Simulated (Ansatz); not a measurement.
Crystal: AlRu.

```
Ru Al
1.0
     2.99160    0.00000    0.00000
     0.00000    2.99160    0.00000
     0.00000    0.00000    2.99160
Ru Al
1 1
Direct
  0.50000 0.50000 0.50000
  0.00000 0.00000 0.00000
```

Base run:

* Program: Ansatz 0.2.0
* Functional: PBE
* Potentials or basis: Ansatz PAW
* Cutoff: 420 eV (not typed: the program's choice for these potentials)
* k mesh: 9 × 9 × 9
* Occupations: fermi-dirac, width 0.05 eV
* Spin: no spin polarisation

Its results: band gap on the k mesh none (metal or under the smearing width); pressure 2.5 GPa.

Question: The run is repeated on the same cell with these changes: functional from PBE to LDA. What comes out?

Answer: Band gap on the k mesh none (metal or under the smearing width); pressure -8.2 GPa.

LDA binds more tightly than PBE, so the same cell stands under less pressure.

Caveats: the PAW data sets come from PBE, with cores solved anew for the run's functional, which leaves a small shift of forces and pressure (some runs).
